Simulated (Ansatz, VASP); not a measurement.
# Cross-check of KCl (Sylvite) between VASP and Ansatz

One calculation is typed for both programs; each brings its own data sets and cutoff. How far apart do they land? The cell is taken from a series of VASP runs on this material, whose earlier steps may have relaxed, scaled or displaced it; both programs get it as it stands.

Calculated with Ansatz 0.2.0; plane waves, with VASP 6.6.1 beside it; band structure at LDA, band structure at r2SCAN and dielectric response at LDA.

## Step 1: The starting structure

It takes space group Fm-3m (No. 225, cubic). The conventional cell has a = 6.279 Å, b = 6.279 Å, c = 6.279 Å, α = 90.00°, β = 90.00°, γ = 90.00°. Nearest to K lie 6 Cl at 3.14 Å. Cl has 6 K at 3.14 Å nearest. Farther neighbours and most contacts between anions are not listed.

## Step 2: Ansatz: band structure, LDA

Ansatz runs on its default PAW (the set named soft_2) files.

Levels along a path test the potential and the projectors away from the mesh points.

Input file input.yaml:

```yaml
crystal:
  lattice:
    - [0.0, 3.1394, 3.1394]
    - [3.1394, 0.0, 3.1394]
    - [3.1394, 3.1394, 0.0]
  atoms:
    - { symbol: K, position: [0.0, 0.0, 0.0] }
    - { symbol: Cl, position: [0.5, 0.5, 0.5] }
hamiltonian:
  xc: lda
  pseudopotentials: { kind: paw }
kpoints:
  mp_grid: { grid: [6, 6, 6] }
  band_path:
    path:
      - [0.0, 0.0, 0.0]
      - [0.16667, 0.0, 0.16667]
      - [0.33333, 0.0, 0.33333]
      - [0.5, 0.0, 0.5]
      - [0.5, 0.08333, 0.58333]
      - [0.5, 0.19444, 0.69444]
      - [0.5, 0.25, 0.75]
      - [0.45833, 0.29167, 0.75]
      - [0.40278, 0.34722, 0.75]
      - [0.375, 0.375, 0.75]
      - [0.20833, 0.20833, 0.41667]
      - [0.08333, 0.08333, 0.16667]
      - [0.0, 0.0, 0.0]
      - [0.22222, 0.22222, 0.22222]
      - [0.38889, 0.38889, 0.38889]
      - [0.51389, 0.47222, 0.51389]
      - [0.55556, 0.38889, 0.55556]
      - [0.61111, 0.27778, 0.61111]
      - [0.61111, 0.25, 0.63889]
      - [0.56944, 0.25, 0.68056]
      - [0.51389, 0.25, 0.73611]
      - [0.5, 0.27778, 0.72222]
      - [0.5, 0.38889, 0.61111]
      - [0.5, 0.47222, 0.52778]
      - [0.48611, 0.48611, 0.52778]
      - [0.43056, 0.43056, 0.63889]
      - [0.38889, 0.38889, 0.72222]
      - [0.59722, 0.19444, 0.59722]
      - [0.55556, 0.11111, 0.55556]
      - [0.5, 0.0, 0.5]
    npoints: 1
scf:
  occupations: { method: gaussian, width: 0.03 }
  n_extra_bands: 7
output:
  forces: true
  stress: true
  eigenvalues: true
  write_density: true
  write_potential: true
  elf: true
  volumetric_format: npy
```

On the command line:

```console
$ ansatz run input.yaml --threads 2 --pin off --max-ram 4608MiB --backend cpu --events-out ev --progress --plain --runs-dir out
```

Numbers of over 12 decimals in the logs are rounded to 6 here.

The program printed:

```text
scf.n_extra_bands = 7 over 8 filled bands (N_el = 16.0): the run solves 15 bands
Engine: ansatz 0.2.0, aarch64-unknown-linux-gnu
Pseudopotentials: kind: paw
Pseudopotential: K, paw, valence charge 9, recommended cutoff 420 eV (normal), K.paw.azcp
Pseudopotential: Cl, paw, valence charge 7, recommended cutoff 420 eV (normal), Cl.paw.azcp
Functional definition: SPW92
  exchange = slater_x
  correlation = pw_c
Crystal: 2 atoms, lattice volume = 61.883 Å³
Basis set: ecut = 420 eV, 1243 PW (Γ)
Bands: 15, of which v1, the nominal top of the filled ones, is band 8 counted from 1 (7 counted from 0)
Symmetry: 48 space group operations
Space group: Fm-3m (ITA 225), of the structure as read, at distance tolerance 4.0e-5 Å
k-points: 16 of 216
Non-local potential: K, projectors of the file, l = 0: 3, l = 1: 2, l = 2: 2
Non-local potential: Cl, projectors of the file, l = 0: 2, l = 1: 2, l = 2: 2
PAW form: soft (Blöchl's): semilocal exchange-correlation on the pseudo side does not see the compensation charge
PAW frozen core: K, regenerated for the run's functional, and the local potential with it (the file was generated under x = pbe(κ = 0.804, μ = 0.219515), c = pbe(β = 0.066725))
PAW frozen core: Cl, regenerated for the run's functional, and the local potential with it (the file was generated under x = pbe(κ = 0.804, μ = 0.219515), c = pbe(β = 0.066725))
PAW one-centre angular grid: K, 110 points (default); XC on 64 Gauss nodes
PAW one-centre angular grid: Cl, 110 points (default); XC on 64 Gauss nodes
Initial density: superposition of atomic densities (neutral atoms: chi_scale 0, normalization atom), corrected by the library's trained network
Initial wavefunctions: pseudopotential atomic-orbital guess
Functional: x = slater, c = lda
SCF iter   1: F=—  HF=-2544.263274 eV  |F-HF|=—  |Δ(HF+E_count)|=         —  Δρ=6.13e-3  dr2=2.25e-2  ethr=1.77e-3  ⟨swp⟩=6.3  Hψ=1479  notcnv=0
preconditioner: auto → none  [insulator: Δε(μ)=4.645 eV  Ē_g=15.955 eV  σ=0.030 eV  W_gap=1.00  n_scr=14 (ndim 8)  ℏωp=17.7 eV  f_vac=0.077  D(μ)=0.00/eV (n_scr^D=0)  ε∞_Penn≈2.2]
SCF iter   2: F=—  HF=-2544.255399 eV  |F-HF|=—  |Δ(HF+E_count)|=   7.88e-3  Δρ=2.81e-3  dr2=2.15e-3  ethr=1.41e-4  ⟨swp⟩=2.4  Hψ=517  notcnv=0  defer=22
SCF iter   3: F=—  HF=-2544.254746 eV  |F-HF|=—  |Δ(HF+E_count)|=   6.53e-4  Δρ=9.14e-4  dr2=2.99e-4  ethr=1.34e-5  ⟨swp⟩=2.1  Hψ=331  notcnv=0  defer=23
SCF iter   4: F=—  HF=-2544.254655 eV  |F-HF|=—  |Δ(HF+E_count)|=   9.11e-5  Δρ=8.74e-5  dr2=3.82e-6  ethr=1.87e-6  ⟨swp⟩=2.2  Hψ=321  notcnv=0  defer=23
SCF iter   5: F=—  HF=-2544.254652 eV  |F-HF|=—  |Δ(HF+E_count)|=   2.82e-6  Δρ=1.41e-5  dr2=3.67e-8  ethr=2.39e-8  ⟨swp⟩=2.0  Hψ=269  notcnv=0  defer=23
SCF iter   6: F=-2544.254652 eV  HF=-2544.254652 eV  |F-HF|=1.41e-9  |Δ(HF+E_count)|=   1.19e-8  Δρ=1.52e-6  dr2=1.85e-9  ethr=2.30e-10  ⟨swp⟩=8.7  Hψ=1456  notcnv=0
SCF 1 converged in 6 iterations: F = -2544.254652 eV  dr2 = 1.85e-9
  greatest PAW one-centre occupation: 0.985 electrons in one spin orbital (limit 2), on the K atom at site 0 (counted from 0), in its partial waves of l = 0
NSCF: frozen V_eff on 30 k-points
SCF converged after 6 iterations
Free energy (F): -2544.254652 eV
Harris-Foulkes:  -2544.254652 eV  (|F-HF|=1.41e-9)
Internal energy: -2544.254652 eV  (E = F + TS)
E sigma→0 (E₀):  -2544.254652 eV
Fermi energy:    3.015206 eV
--- Per-component energies (eV) ---
  E_band       = -133.751642
  E_kinetic    = 414.795523
  E_local      = -834.103017  (includes V_loc(G=0)·N_el)
  E_nonlocal   = 45.508545
  E_hartree    = 276.956023
  E_xc         = -239.033002
  E_vxc        = -285.179146  (∫ρ·V_xc dr)
  E_paw        = -1367.916671  (= ΣΔE_a)
  E_vpaw       = -28.684910  (= ΣTr[D̂ρ^β])
  E_aug_tail   = 0.000095  (compensation charges beyond the density's cutoff)
  E_ewald      = -840.910139
  E_core_change = 0.447992  (= ΣΔE_core)
  E_smearing   = -0.000000  (= −TS)
  E_closure    = -0.000000  (closes the sum)
  Σ components = -2544.254652   (vs F -2544.254652, Δ=0.00e0)
--- Forces (eV/Å), atoms counted from 1 ---
  atom   1  K     -0.00000000    -0.00000000    -0.00000000
  atom   2  Cl     0.00000000    -0.00000000    -0.00000000
  max |Σ_I F_I| component: 1.57e-29 eV/Å
--- Stress (GPa, compression-positive) ---
       -1.865375       0.000000      -0.000000
        0.000000      -1.865375       0.000000
       -0.000000      -0.000000      -1.865375
  P = ⅓ Tr σ = -1.8654 GPa (-18.654 kbar)
--- Band table (eV; the first three rows and the last of 16) ---
  k-point 0: bands = [... 4 lower, -9.8899, 0.6325, 0.6325, 0.6325, 5.3977, 8.7107, 8.7107, 8.7107, ... 3 higher]
  k-point 1: bands = [... 4 lower, -9.8232, 0.2852, 0.5394, 0.5394, 6.0582, 8.5156, 9.0601, 9.0601, ... 3 higher]
  k-point 2: bands = [... 4 lower, -9.6998, -0.2724, 0.3641, 0.3641, 7.2980, 8.5704, 10.0081, 10.0081, ... 3 higher]
  k-point 15: bands = [... 4 lower, -9.8351, 0.0208, 0.1769, 0.2489, 7.5330, 9.2138, 9.3703, 10.5414, ... 3 higher]
```

Elapsed: 1.8 s, on 2 threads of Arm Neoverse N1, shared host; peak memory 0.27 GiB; 2.9 s of CPU time.

## Step 3: VASP: band structure, LDA

The same cell, functional (in two slightly different forms), mesh and smearing now go to VASP, with its own data sets and cutoff.

Lines of VASP's logs that name or quote its potential files are left out, and so is its time.

Input file INCAR:

```
SYSTEM = KCl
PREC = Accurate
ENCUT = 350
EDIFF = 1E-06
NELM = 100
ISMEAR = 0
SIGMA = 0.03
LREAL = .FALSE.
ALGO = Normal
GGA = CA
NBANDS = 20
LORBIT = 11
LWAVE = .FALSE.
LCHARG = .FALSE.
KPAR = 4
LASPH = .TRUE.
```

Input file POSCAR:

```
KCl
1.0
    0.0000000000      3.1394000000      3.1394000000
    3.1394000000      0.0000000000      3.1394000000
    3.1394000000      3.1394000000      0.0000000000
K Cl
1 1
Direct
    0.0000000000      0.0000000000      0.0000000000
    0.5000000000      0.5000000000      0.5000000000
```

Input file KPOINTS:

```
Automatic mesh
0
Gamma
6 6 6
0 0 0
```

Input file KPOINTS_OPT:

```
Line mode
10
Line-mode
Reciprocal
  0.00000000   0.00000000   0.00000000 GAMMA
  0.50000000   0.00000000   0.50000000 X

  0.50000000   0.00000000   0.50000000 X
  0.50000000   0.25000000   0.75000000 W

  0.50000000   0.25000000   0.75000000 W
  0.37500000   0.37500000   0.75000000 K

  0.37500000   0.37500000   0.75000000 K
  0.00000000   0.00000000   0.00000000 GAMMA

  0.00000000   0.00000000   0.00000000 GAMMA
  0.50000000   0.50000000   0.50000000 L

  0.50000000   0.50000000   0.50000000 L
  0.62500000   0.25000000   0.62500000 U

  0.62500000   0.25000000   0.62500000 U
  0.50000000   0.25000000   0.75000000 W

  0.50000000   0.25000000   0.75000000 W
  0.50000000   0.50000000   0.50000000 L

  0.50000000   0.50000000   0.50000000 L
  0.37500000   0.37500000   0.75000000 K

  0.62500000   0.25000000   0.62500000 U
  0.50000000   0.00000000   0.50000000 X
```

PAW data sets: K_sv and Cl (LDA family, release 64).

On the command line:

```console
$ mpirun -np 4 vasp_std
```

The program printed:

```text
[banner, memory and clock lines left out]
running    4 mpi-ranks, on    1 nodes
 distrk:  each k-point on    1 cores,    4 groups
 distr:  one band on    1 cores,    1 groups

 POSCAR found type information on POSCAR K Cl
 POSCAR found :  2 types and       2 ions
 LDA part: xc-table for (Slater(with rela. corr.)+CA(PZ))
 , standard interpolation
 POSCAR, INCAR and KPOINTS ok, starting setup
 FFT: planning ... GRIDC
 FFT: planning ... GRID_SOFT
 FFT: planning ... GRID
 WAVECAR not read
 entering main loop
       N       E                     dE             d eps       ncg     rms          rms(c)
DAV:   1     0.820903608933E+02    0.82090E+02   -0.52441E+03   640   0.522E+02
DAV:   2    -0.342449547442E+01   -0.85515E+02   -0.80570E+02   788   0.179E+02
DAV:   3    -0.753792702449E+01   -0.41134E+01   -0.40909E+01   848   0.323E+01
DAV:   4    -0.766921603317E+01   -0.13129E+00   -0.13123E+00   896   0.558E+00
DAV:   5    -0.767034646355E+01   -0.11304E-02   -0.11304E-02   852   0.551E-01    0.347E+00
DAV:   6    -0.740246061813E+01    0.26789E+00   -0.22022E-01   736   0.240E+00    0.288E+00
DAV:   7    -0.737579143017E+01    0.26669E-01   -0.44053E-02   872   0.118E+00    0.158E+00
DAV:   8    -0.737501830696E+01    0.77312E-03   -0.98803E-03   828   0.541E-01    0.143E-01
DAV:   9    -0.737500972627E+01    0.85807E-05   -0.43009E-04   872   0.115E-01    0.777E-02
DAV:  10    -0.737511603095E+01   -0.10630E-03   -0.80604E-05   744   0.537E-02    0.147E-02
DAV:  11    -0.737511699069E+01   -0.95975E-06   -0.28071E-06   868   0.837E-03
   1 F= -.73751170E+01 E0= -.73751170E+01  d E =-.118908E-10
 Start KPOINTS_OPT (optional k-point list driver)
k-point batch [1-16\100]
       N       E                     dE             ncg
DAV:   1    -0.138553355892E+04   -0.63909E+04      640
DAV:   2    -0.274358051448E+04   -0.13580E+04      804
DAV:   3    -0.280982796958E+04   -0.66247E+02      828
DAV:   4    -0.281198260050E+04   -0.21546E+01      940
DAV:   5    -0.281200051753E+04   -0.17917E-01      796
DAV:   6    -0.281200104785E+04   -0.53031E-03      952
DAV:   7    -0.281200105018E+04   -0.23302E-05      808
DAV:   8    -0.281200105021E+04   -0.31524E-07      524
[...]
k-point batch [97-100\100]
       N       E                     dE             ncg
DAV:   1     0.474645882467E+04   -0.21993E+04      160
DAV:   2     0.440154049818E+04   -0.34492E+03      208
DAV:   3     0.438488986724E+04   -0.16651E+02      208
DAV:   4     0.438431702405E+04   -0.57284E+00      232
DAV:   5     0.438431153912E+04   -0.54849E-02      200
DAV:   6     0.438431136452E+04   -0.17461E-03      232
DAV:   7     0.438431136386E+04   -0.65495E-06      204
```

Parts of OUTCAR (step 3):

```text
ion  position               nearest neighbor table
   1  0.000  0.000  0.000-   2 3.14   2 3.14   2 3.14   2 3.14   2 3.14   2 3.14
   2  0.500  0.500  0.500-   1 3.14   1 3.14   1 3.14   1 3.14   1 3.14   1 3.14

  LATTYP: Found a face centered cubic cell.
 ALAT       =     6.2788000000

 Subroutine GETGRP returns: Found 48 space group operations
 (whereof 48 operations were pure point group operations)

The static configuration has the point symmetry O_h .

 Found     16 irreducible k-points:

   k-points           NKPTS =     16   k-points in BZ     NKDIM =     16   number of bands    NBANDS=     20

   dimension x,y,z NGX =    28 NGY =   28 NGZ =   28
   dimension x,y,z NGXF=    56 NGYF=   56 NGZF=   56

   ENCUT  =  350.0 eV  25.72 Ry    5.07 a.u.   6.77  6.77  6.77*2*pi/ulx,y,z

   NELECT =      16.0000    total number of electrons

 k-points in reciprocal lattice and weights: Automatic mesh
   0.00000000  0.00000000  0.00000000       0.005
   0.16666667  0.00000000  0.00000000       0.037
   0.33333333  0.00000000  0.00000000       0.037
   0.50000000  0.00000000  0.00000000       0.019
   0.16666667  0.16666667  0.00000000       0.028
   0.33333333  0.16666667  0.00000000       0.111
   0.50000000  0.16666667  0.00000000       0.111
  -0.33333333  0.16666667  0.00000000       0.111
  -0.16666667  0.16666667  0.00000000       0.056
[...]
-0.33333333  0.33333333  0.16666667       0.111
  -0.33333333  0.50000000  0.16666667       0.056

 average (electrostatic) potential at core
       1 -35.8268       2 -98.4843

 E-fermi :  -1.9316

 k-point     1 :       0.0000    0.0000    0.0000
  band No.  band energies     occupation
    ...
      4     -12.5690      2.00000
      5     -12.5690      2.00000
      6      -2.0545      2.00000
      7      -2.0545      2.00000
      8      -2.0545      2.00000
      9       2.7138      0.00000
     10       6.0330      0.00000
     11       6.0330      0.00000
     12       6.0330      0.00000
     13       6.9707      0.00000
    ...

 k-point     2 :       0.1667    0.0000    0.0000
  band No.  band energies     occupation
    ...
      4     -12.5716      2.00000
      5     -12.5006      2.00000
      6      -2.4025      2.00000
      7      -2.1477      2.00000
      8      -2.1477      2.00000
      9       3.3744      0.00000
     10       5.8360      0.00000
     11       6.3849      0.00000
     12       6.3849      0.00000
     13       7.3526      0.00000
    ...

 k-point     3 :       0.3333    0.0000    0.0000
  band No.  band energies     occupation
    ...
      4     -12.5769      2.00000
      5     -12.3746      2.00000
      6      -2.9613      2.00000
      7      -2.3231      2.00000
      8      -2.3231      2.00000
      9       4.6167      0.00000
     10       5.8862      0.00000
     11       7.3402      0.00000
     12       7.3402      0.00000
     13       8.3078      0.00000
    ...

  Total       -0.7235862     -0.7235862     -0.7235862     -0.0000000      0.0000000      0.0000000
  in kB      -18.7340167    -18.7340167    -18.7340167     -0.0000000      0.0000000      0.0000000
  external PRESSURE =     -18.7340167 kB  Pullay stress =       0.0000000 kB

  energy-cutoff  :      350.00
  volume of cell :       61.88
      direct lattice vectors                 reciprocal lattice vectors
     0.000000000  3.139400000  3.139400000    -0.159266102  0.159266102  0.159266102
     3.139400000  0.000000000  3.139400000     0.159266102 -0.159266102  0.159266102
     3.139400000  3.139400000  0.000000000     0.159266102  0.159266102 -0.159266102

 POSITION                                       TOTAL-FORCE (eV/Angst)
 -----------------------------------------------------------------------------------
      0.00000      0.00000      0.00000        -0.000000      0.000000     -0.000000
      3.13940      3.13940      3.13940         0.000000     -0.000000      0.000000
 -----------------------------------------------------------------------------------
    total drift:                                0.000000      0.000000      0.000000

  FREE ENERGIE OF THE ION-ELECTRON SYSTEM (eV)
  ---------------------------------------------------
  free  energy   TOTEN  =        -7.3751169907 eV

  energy  without entropy=       -7.3751169907  energy(sigma->0) =       -7.37511699

 total charge
# of ion       s       p       d       tot
------------------------------------------
    1        1.955   5.559   0.027   7.541
    2        1.584   3.529   0.000   5.113
--------------------------------------------------
tot          3.539   9.088   0.027  12.655

[... 3 further parts left out ...]
```

The run ends at a pressure of -1.87 GPa.

## Step 4: Differences

Known differences besides the potentials themselves: the two LDA forms differ slightly; the cutoff is 420 eV in Ansatz and 350 eV in VASP; VASP's log shows a relativistic correction to its local exchange, Ansatz's none. Total energies have different zeros and are not compared.

Compared:

| quantity | Ansatz | VASP | difference |
| --- | --- | --- | --- |
| pressure (GPa) | -1.87 | -1.87 | +0.01 |
| gap over the path points (eV) | 4.765 | 4.769 | -0.004 |

Levels at points of the path, from each program's valence-band top (eV; 3 filled, then empty):

| k (reciprocal lattice) | Ansatz | VASP |
| --- | --- | --- |
| 0.000 0.000 0.000 | 0.00 0.00 0.00 4.76 8.08 8.08 | 0.00 0.00 0.00 4.77 8.09 8.09 |
| 0.167 0.000 0.167 | -0.45 -0.07 -0.07 5.56 7.39 8.79 | -0.45 -0.07 -0.07 5.57 7.40 8.80 |
| 0.333 0.000 0.333 | -0.76 -0.19 -0.19 6.50 7.00 9.71 | -0.77 -0.19 -0.19 6.50 7.00 9.76 |
| 0.500 0.000 0.500 | -0.70 -0.24 -0.24 6.16 7.99 9.68 | -0.70 -0.24 -0.24 6.16 8.00 9.69 |
| 0.500 0.083 0.583 | -0.68 -0.31 -0.28 6.36 8.22 9.35 | -0.68 -0.31 -0.28 6.36 8.23 9.36 |
| 0.500 0.194 0.694 | -0.58 -0.49 -0.42 7.14 8.29 8.91 | -0.58 -0.49 -0.43 7.15 8.29 8.94 |
| 0.500 0.250 0.750 | -0.53 -0.51 -0.51 7.69 7.69 9.13 | -0.53 -0.51 -0.51 7.70 7.70 9.16 |
| 0.458 0.292 0.750 | -0.56 -0.56 -0.41 7.29 8.14 9.06 | -0.56 -0.56 -0.41 7.30 8.15 9.09 |
| 0.403 0.347 0.750 | -0.60 -0.59 -0.32 6.96 8.64 8.98 | -0.60 -0.59 -0.32 6.97 8.65 9.00 |
| 0.375 0.375 0.750 | -0.60 -0.59 -0.31 6.92 8.73 8.97 | -0.60 -0.59 -0.31 6.92 8.74 8.99 |

Among the levels compared at these points, filled levels agree within 2 meV and empty ones within 43 meV.

[end of part 1 of 2]

[Lines on the potential files, build, host, timing and source positions are cut from VASP's logs without a mark.]

[Logs are printed without paths, hosts, clocks, repeated set-up lines and the standing remarks that a program may print on its own settings, such as how far it seeks lower states.]

[Hosts, paths, dates, database ids (printed as entryN), source tags and the programs' standing remarks are cut or masked in the printed files.]
